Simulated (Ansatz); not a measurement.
Runs of Ansatz 0.2.0 on TiCo. Symmetry: Pm-3m, No. 221, cubic system. The conventional cell has a = 2.986 Å, b = 2.986 Å, c = 2.986 Å, α = 90.00°, β = 90.00°, γ = 90.00°. Co (site symmetry m-3m) has 8 Ti at 2.59 Å as nearest neighbours. Ti (site symmetry m-3m) has 8 Co at 2.59 Å as nearest neighbours. The cell comes from a database or a generator and needn't be the stable form of this composition.

```tsv
task	level	cell	k mesh	cutoff (eV)	pressure (GPa)	moment (μB)	relaxed volume (Å³/atom)
band structure	BLYP	as given	9 × 9 × 9	278	(a)	0.80	-
relaxation of cell and atoms	BLYP+D4	relaxed	9 × 9 × 9	-	0.0	0.77	(b)
relaxation of cell and atoms	PBEsol	relaxed	9 × 9 × 9	-	0.0	0.63	12.68
phonons	LDA	as given	7 × 7 × 7	296	-	0.69	-
band structure	LDA	as given	9 × 9 × 9	278	-14.7	0.49	-
relaxation of cell and atoms	BLYP	relaxed	9 × 9 × 9	-	0.0	0.84	13.71
relaxation of cell and atoms	RPBE	relaxed	9 × 9 × 9	-	0.0	0.86	(c)
relaxation of cell and atoms	revPBE	relaxed	9 × 9 × 9	-	0.0	0.85	(d)
```

Alike in all rows: potentials or basis all-electron LAPW, scalar-relativistic; spin collinear, ferromagnetic start; smearing fermi-dirac 0.05 eV; basis error allowed 0.001 eV/atom.

Q: Estimate the missing entries.

A: (a) 4.8; (b) 13.12; (c) 13.66; (d) 13.55.

Caveats: the k mesh is thin for a metal, which can move the energy by tens of meV per atom (some runs); a metal's response needs a denser mesh (some runs).

The runs don't all hold the same shells in valence.

Runs at the PBE level aren't shown here.
